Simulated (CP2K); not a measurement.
# SnSe (Pnma) in CP2K: a series of runs

The runs below take SnSe through band structure, with PBE.

Everything below comes from runs of CP2K 2026.2. Logs are shortened: lines on timing, memory, paths and dates and some standing lists are left out, and cuts for length are marked.

## 1. The cell of the first run

Symmetry: Pnma, No. 62, orthorhombic system. Conventional cell: a = 11.420 Å, b = 4.190 Å, c = 4.460 Å, α = 90.00°, β = 90.00°, γ = 90.00°. Sn (site symmetry m) is surrounded by 3 Se at 2.69 to 2.83 Å. Se (site symmetry m) has 3 Sn at 2.69 to 2.83 Å as nearest neighbours.

## 2. Band structure, PBE (strain_c = 0)

Input file snse_bands.inp:

```
&GLOBAL
  PROJECT snse_bands
  RUN_TYPE ENERGY_FORCE
  PRINT_LEVEL LOW
&END GLOBAL
&FORCE_EVAL
  METHOD QS
  STRESS_TENSOR ANALYTICAL
  &DFT
    BASIS_SET_FILE_NAME BASIS_MOLOPT_UZH
    POTENTIAL_FILE_NAME POTENTIAL_UZH
    &MGRID
      CUTOFF 450
      REL_CUTOFF 60
      NGRIDS 4
    &END MGRID
    &QS
      METHOD GPW
      EPS_DEFAULT 1.0E-10
    &END QS
    &KPOINTS
      SCHEME MONKHORST-PACK 2 5 5
      GAMMA_CENTERED T
      SYMMETRY T
      SYMMETRY_BACKEND SPGLIB
    &END KPOINTS
    &SCF
      SCF_GUESS ATOMIC
      EPS_SCF 1.0E-6
      MAX_SCF 100
      ADDED_MOS 22
      CHOLESKY OFF
      EPS_EIGVAL 1.0E-7
      &DIAGONALIZATION ON
        ALGORITHM STANDARD
      &END DIAGONALIZATION
      &MIXING ON
        METHOD BROYDEN_MIXING
        ALPHA 0.4
        BETA 1.5
        NBUFFER 8
      &END MIXING
      &SMEAR ON
        METHOD FERMI_DIRAC
        ELECTRONIC_TEMPERATURE [K] 580.226
      &END SMEAR
    &END SCF
    &XC
      &XC_FUNCTIONAL PBE
      &END XC_FUNCTIONAL
    &END XC
    &PRINT
      &KPOINTS ON
      &END KPOINTS
      &MULLIKEN ON
      &END MULLIKEN
      &MO ON
        ENERGIES T
        OCCUPATION_NUMBERS T
        &EACH
          QS_SCF 0
        &END EACH
        ADD_LAST NUMERIC
      &END MO
      &BAND_STRUCTURE
        FILE_NAME bands.bs
        ADDED_MOS 2
        &KPOINT_SET
          UNITS B_VECTOR
          NPOINTS 8
          SPECIAL_POINT GAMMA 0.00000000 0.00000000 0.00000000
          SPECIAL_POINT X 0.00000000 0.50000000 0.00000000
          SPECIAL_POINT S 0.00000000 0.50000000 0.50000000
          SPECIAL_POINT Y 0.00000000 0.00000000 0.50000000
          SPECIAL_POINT GAMMA 0.00000000 0.00000000 0.00000000
          SPECIAL_POINT Z 0.50000000 0.00000000 0.00000000
          SPECIAL_POINT U 0.50000000 0.50000000 0.00000000
          SPECIAL_POINT R 0.50000000 0.50000000 0.50000000
          SPECIAL_POINT T 0.50000000 0.00000000 0.50000000
          SPECIAL_POINT Z 0.50000000 0.00000000 0.00000000
        &END KPOINT_SET
        &KPOINT_SET
          UNITS B_VECTOR
          NPOINTS 8
          SPECIAL_POINT Y 0.00000000 0.00000000 0.50000000
          SPECIAL_POINT T 0.50000000 0.00000000 0.50000000
        &END KPOINT_SET
        &KPOINT_SET
          UNITS B_VECTOR
          NPOINTS 8
          SPECIAL_POINT U 0.50000000 0.50000000 0.00000000
          SPECIAL_POINT X 0.00000000 0.50000000 0.00000000
        &END KPOINT_SET
        &KPOINT_SET
          UNITS B_VECTOR
          NPOINTS 8
          SPECIAL_POINT S 0.00000000 0.50000000 0.50000000
          SPECIAL_POINT R 0.50000000 0.50000000 0.50000000
        &END KPOINT_SET
      &END BAND_STRUCTURE
    &END PRINT
  &END DFT
  &SUBSYS
    &CELL
      ABC 11.4200000000 4.1900000000 4.4600000000
      ALPHA_BETA_GAMMA 90.0000000000 90.0000000000 90.0000000000
      PERIODIC XYZ
    &END CELL
    &COORD
      SCALED
      Sn  0.8770000000 0.7500000000 0.9090000000
      Sn  0.6230000000 0.2500000000 0.4090000000
      Sn  0.3770000000 0.7500000000 0.5910000000
      Sn  0.1230000000 0.2500000000 0.0910000000
      Se  0.6430000000 0.7500000000 0.9840000000
      Se  0.8570000000 0.2500000000 0.4840000000
      Se  0.1430000000 0.7500000000 0.5160000000
      Se  0.3570000000 0.2500000000 0.0160000000
    &END COORD
    &KIND Sn
      BASIS_SET DZVP-MOLOPT-PBE-GTH-q4
      POTENTIAL GTH-PBE-q4
    &END KIND
    &KIND Se
      BASIS_SET DZVP-MOLOPT-PBE-GTH-q6
      POTENTIAL GTH-PBE-q6
    &END KIND
    &PRINT
      &ATOMIC_COORDINATES ON
      &END ATOMIC_COORDINATES
      &CELL ON
      &END CELL
      &SYMMETRY ON
      &END SYMMETRY
    &END PRINT
  &END SUBSYS
  &PRINT
    &FORCES ON
    &END FORCES
    &STRESS_TENSOR ON
    &END STRESS_TENSOR
  &END PRINT
&END FORCE_EVAL
```

Potentials or basis: POTENTIAL_UZH Sn GTH-PBE-q4, Se GTH-PBE-q6; DZVP-MOLOPT-PBE-GTH basis.

The run is started by

```console
OMP_NUM_THREADS=1 cp2k.psmp -i snse_bands.inp -o snse_bands.out
```

snse_bands.out:

```text

 CP2K| version string:                                       CP2K version 2026.2
 CP2K| Input file name                                            snse_bands.inp

 GLOBAL| Force Environment number                                              1
 GLOBAL| Basis set file name                                    BASIS_MOLOPT_UZH
 GLOBAL| Potential file name                                       POTENTIAL_UZH
 GLOBAL| MM Potential file name                                     MM_POTENTIAL
 GLOBAL| Coordinate file name                                      __STD_INPUT__
 GLOBAL| Method name                                                        CP2K
 GLOBAL| Project name                                                 snse_bands
 GLOBAL| Run type                                                   ENERGY_FORCE
 GLOBAL| FFT library                                                       FFTW3
[... 8 lines left out ...]
 GLOBAL| CPU model name                                                  UNKNOWN

 CELL| Volume [angstrom^3]:                                           213.410108
 CELL| Vector a [angstrom]:      11.420     0.000     0.000   |a| =    11.420000
 CELL| Vector b [angstrom]:       0.000     4.190     0.000   |b| =     4.190000
 CELL| Vector c [angstrom]:       0.000     0.000     4.460   |c| =     4.460000
 CELL| Angle (b,c), alpha [degree]:                                    90.000000
 CELL| Angle (a,c), beta  [degree]:                                    90.000000
 CELL| Angle (a,b), gamma [degree]:                                    90.000000
 CELL| Numerically orthorhombic:                                             YES
 CELL| Periodicity                                                           XYZ

 CELL_REF| Volume [angstrom^3]:                                       213.410108
 CELL_REF| Vector a [angstrom    11.420     0.000     0.000   |a| =    11.420000
 CELL_REF| Vector b [angstrom     0.000     4.190     0.000   |b| =     4.190000
 CELL_REF| Vector c [angstrom     0.000     0.000     4.460   |c| =     4.460000
 CELL_REF| Angle (b,c), alpha [degree]:                                90.000000
 CELL_REF| Angle (a,c), beta  [degree]:                                90.000000
 CELL_REF| Angle (a,b), gamma [degree]:                                90.000000
 CELL_REF| Numerically orthorhombic:                                         YES
 CELL_REF| Periodicity                                                       XYZ

[... 9 lines left out ...]

  Total number of            - Atomic kinds:                                   2
                             - Atoms:                                          8
                             - Shell sets:                                     8
                             - Shells:                                        40
                             - Primitive Cartesian functions:                 32
                             - Cartesian basis functions:                    112
                             - Spherical basis functions:                    104

  Maximum angular momentum of- Orbital basis functions:                        2
                             - Local part of the GTH pseudopotential:          0
                             - Non-local part of the GTH pseudopotential:      4

 MODULE QUICKSTEP: ATOMIC COORDINATES IN ANGSTROM

   Atom Kind Element         X             Y             Z       Z(eff)     Mass
      1    1 Sn   50     10.015340      3.142500      4.054140   4.0000 118.7100
      2    1 Sn   50      7.114660      1.047500      1.824140   4.0000 118.7100
      3    1 Sn   50      4.305340      3.142500      2.635860   4.0000 118.7100
      4    1 Sn   50      1.404660      1.047500      0.405860   4.0000 118.7100
      5    2 Se   34      7.343060      3.142500      4.388640   6.0000  78.9600
      6    2 Se   34      9.786940      1.047500      2.158640   6.0000  78.9600
      7    2 Se   34      1.633060      3.142500      2.301360   6.0000  78.9600
      8    2 Se   34      4.076940      1.047500      0.071360   6.0000  78.9600

 Crystal Symmetry Information
       International Symbol:                                                Pnma
       Point Group Symbol:                                                   mmm
       Schoenflies Symbol:                                                D2h^16
       Number of Symmetry Operations:                                          8

 SCF PARAMETERS         Density guess:                                    ATOMIC
[... 9 lines left out ...]
                        --------------------------------------------------------
[... 66 lines left out ...]
     8 Broy./Diag. 0.40E+00    1.2     0.00044410       -51.7894266122  3.87E-03
     9 Broy./Diag. 0.40E+00    1.2     0.00020403       -51.7895708524 -1.44E-04
    10 Broy./Diag. 0.40E+00    1.2     0.00012104       -51.7915204535 -1.95E-03
    11 Broy./Diag. 0.40E+00    1.2     0.00002951       -51.7918629941 -3.43E-04
    12 Broy./Diag. 0.40E+00    1.3     0.00002418       -51.7919614826 -9.85E-05
    13 Broy./Diag. 0.40E+00    1.3     0.00000119       -51.7919327286  2.88E-05
    14 Broy./Diag. 0.40E+00    1.3     0.00000185       -51.7919621009 -2.94E-05
    15 Broy./Diag. 0.40E+00    1.3     0.00000106       -51.7919691079 -7.01E-06
    16 Broy./Diag. 0.40E+00    1.3     0.00000051       -51.7919767781 -7.67E-06

  *** SCF run converged in    16 steps ***

  Electronic density on regular grids:        -40.0000000002       -0.0000000002
  Core density on regular grids:               39.9999999882       -0.0000000118
  Total charge density on r-space grids:       -0.0000000119
  Total charge density g-space grids:          -0.0000000119

  Overlap energy of the core charge distribution:               0.00000000288860
  Self energy of the core charge distribution:               -109.42308079491487
  Core Hamiltonian energy:                                     24.35924537549350
  Hartree energy:                                              45.68552469889558
  Exchange-correlation energy:                                -12.41366482736822
  Electronic entropic energy:                                  -0.00000123315136
  Fermi energy:                                                 0.17480976310112

  Total energy:                                               -51.79197677814405
  Total energy (extrapolated to T->0):                        -51.79197616156836

 MO| EIGENVALUES AND OCCUPATION NUMBERS FOR K POINT 1
 MO|
 MO|  Index      Eigenvalue [a.u.]        Eigenvalue [eV]             Occupation
 MO|      1              -0.306172              -8.331369               2.000000
 MO|      2              -0.301618              -8.207436               2.000000
 MO|      3              -0.300386              -8.173913               2.000000
 MO|      4              -0.297070              -8.083693               2.000000
 MO|      5              -0.103617              -2.819554               2.000000
 MO|      6              -0.092599              -2.519753               2.000000
[... 658 lines left out ...]
 MO|     41               0.577308              15.709337               0.000000
 MO|     42               0.577308              15.709338               0.000000
 MO| Sum:                                                              40.000000
 MO| E(Fermi):            0.174810 a.u.          4.756816 eV

 [... the levels of further k-points ...]

 !-----------------------------------------------------------------------------!
                     Mulliken Population Analysis

 #  Atom  Element  Kind  Atomic population                           Net charge
       1     Sn       1          3.536660                              0.463340
       2     Sn       1          3.536660                              0.463340
       3     Sn       1          3.536660                              0.463340
       4     Sn       1          3.536660                              0.463340
       5     Se       2          6.463340                             -0.463340
       6     Se       2          6.463340                             -0.463340
       7     Se       2          6.463340                             -0.463340
       8     Se       2          6.463340                             -0.463340
 # Total charge                             40.000000                  0.000000

 !-----------------------------------------------------------------------------!

 KPOINTS| Band Structure Calculation
 KPOINTS| Number of k-point sets                                               4
 KPOINTS| Number of added MOs/bands                                            2
 KPOINTS| Number of k-points in set    1                                      73
 KPOINTS| In units of b-vector [2pi/Bohr]
 KPOINTS| Special point     1       GAMMA     0.000000     0.000000     0.000000
 KPOINTS| Special point     2           X     0.000000     0.500000     0.000000
 KPOINTS| Special point     3           S     0.000000     0.500000     0.500000
 KPOINTS| Special point     4           Y     0.000000     0.000000     0.500000
 KPOINTS| Special point     5       GAMMA     0.000000     0.000000     0.000000
 KPOINTS| Special point     6           Z     0.500000     0.000000     0.000000
 KPOINTS| Special point     7           U     0.500000     0.500000     0.000000
 KPOINTS| Special point     8           R     0.500000     0.500000     0.500000
 KPOINTS| Special point     9           T     0.500000     0.000000     0.500000
 KPOINTS| Special point    10           Z     0.500000     0.000000     0.000000
 KPOINTS| Number of k-points in set    2                                       9
 KPOINTS| In units of b-vector [2pi/Bohr]
 KPOINTS| Special point     1           Y     0.000000     0.000000     0.500000
 KPOINTS| Special point     2           T     0.500000     0.000000     0.500000
 KPOINTS| Number of k-points in set    3                                       9
 KPOINTS| In units of b-vector [2pi/Bohr]
 KPOINTS| Special point     1           U     0.500000     0.500000     0.000000
 KPOINTS| Special point     2           X     0.000000     0.500000     0.000000
 KPOINTS| Number of k-points in set    4                                       9
 KPOINTS| In units of b-vector [2pi/Bohr]
 KPOINTS| Special point     1           S     0.000000     0.500000     0.500000
 KPOINTS| Special point     2           R     0.500000     0.500000     0.500000

 ENERGY| Total FORCE_EVAL ( QS ) energy [hartree]            -51.791983909845719

 FORCES| Atomic forces [hartree/bohr]
 FORCES|   Atom     x               y               z               |f|
 FORCES|      1  7.64176157E-03 -1.49030984E-11  3.05408001E-04   7.64786205E-03
 FORCES|      2 -7.64176500E-03  1.49114989E-11  3.05410042E-04   7.64786556E-03
 FORCES|      3  7.64176668E-03 -1.49041815E-11 -3.05408951E-04   7.64786720E-03
 FORCES|      4 -7.64176942E-03  1.49119022E-11 -3.05411210E-04   7.64787002E-03
 FORCES|      5 -6.17439101E-03 -9.31877361E-12 -2.02814805E-04   6.17772112E-03
 FORCES|      6  6.17439426E-03  9.34308574E-12 -2.02810128E-04   6.17772422E-03
 FORCES|      7 -6.17439301E-03 -9.31946575E-12  2.02815822E-04   6.17772315E-03
 FORCES|      8  6.17439591E-03  9.34262032E-12  2.02811232E-04   6.17772590E-03
 FORCES| Sum    -2.89102076E-13  6.35879865E-14  1.67742209E-12
 FORCES| Total atomic force                                       1.70334034E-12

 STRESS| Analytical stress tensor [bar]
 STRESS|                        x                   y                   z
 STRESS|      x        5.58470504748E+04   6.54958808201E-06  -1.85478492462E-04
 STRESS|      y        6.54958808201E-06   2.78723457954E+04   2.06915872965E-09
 STRESS|      z       -1.85478492462E-04   2.06915872965E-09   2.47321889455E+04
 STRESS| 1/3 Trace                                             3.61505284052E+04
 STRESS| Determinant                                           3.84978360075E+13

 STRESS| Eigenvectors and eigenvalues of the analytical stress tensor [bar]
 STRESS|                        1                   2                   3
 STRESS| Eigenvalues   2.47321889455E+04   2.78723457954E+04   5.58470504748E+04
 STRESS|      x           0.000000005961     -0.000000000234      1.000000000000
 STRESS|      y          -0.000000000001      1.000000000000      0.000000000234
 STRESS|      z           1.000000000000      0.000000000001     -0.000000005961
```

It took 24 s on 1 thread of Arm Neoverse V2, shared host; peak memory 0.54 GiB.

What came out:

| Quantity | Value |
| --- | --- |
| Free energy | -1409.3316 eV |
| Pressure | 3.6 GPa |
| Largest force | 0.393 eV/Å |
| Band gap on the k mesh | 0.84 eV, indirect (least direct gap 1.05 eV) |
| Band gap along the path | 0.55 eV, indirect (least direct gap 0.62 eV) |
| Mulliken charges | Sn +0.46; Se -0.46 e |

Forces in eV/Å, atoms in the order of the input:
```
Sn   0.393  0.000  0.016
Sn  -0.393  0.000  0.016
Sn   0.393  0.000 -0.016
Sn  -0.393  0.000 -0.016
Se  -0.317  0.000 -0.010
Se   0.318  0.000 -0.010
Se  -0.318  0.000  0.010
Se   0.318  0.000  0.010
```

Levels at the corners of the path, in eV from the valence-band top:
```
point  band 17  band 18  band 19  band 20  band 21  band 22  band 23  band 24
    Γ    -1.53    -1.19    -0.75    -0.53     0.78     3.06     3.43     3.43
    X    -1.03    -1.03    -0.75    -0.75     0.93     0.93     1.42     1.42
    S    -2.26    -2.26    -1.52    -1.52     2.91     2.91     3.24     3.24
    Y    -0.77    -0.77    -0.30    -0.30     1.28     1.28     1.60     1.60
    Γ    -1.53    -1.19    -0.75    -0.53     0.78     3.06     3.43     3.43
    Z    -1.83    -1.83    -0.60    -0.60     2.78     2.78     3.05     3.05
    U    -1.02    -1.02    -1.02    -1.02     1.43     1.43     1.43     1.43
    R    -1.53    -1.53    -1.53    -1.53     2.74     2.74     2.74     2.74
    T    -0.54    -0.54    -0.28    -0.28     1.28     1.28     1.63     1.63
    Z    -1.83    -1.83    -0.60    -0.60     2.78     2.78     3.05     3.05
    Y    -0.77    -0.77    -0.30    -0.30     1.28     1.28     1.60     1.60
    T    -0.54    -0.54    -0.28    -0.28     1.28     1.28     1.63     1.63
    U    -1.02    -1.02    -1.02    -1.02     1.43     1.43     1.43     1.43
    X    -1.03    -1.03    -0.75    -0.75     0.93     0.93     1.42     1.42
    S    -2.26    -2.26    -1.52    -1.52     2.91     2.91     3.24     3.24
    R    -1.53    -1.53    -1.53    -1.53     2.74     2.74     2.74     2.74
```

Caveat: Mulliken charges move with the basis; spin-orbit coupling is left out, which moves the levels of the heavy elements; the mesh misses the band edges, which the band path finds closer together; the basis of atomic orbitals isn't converged, which shifts pressures, moduli and gaps.

[end of part 1 of 2]
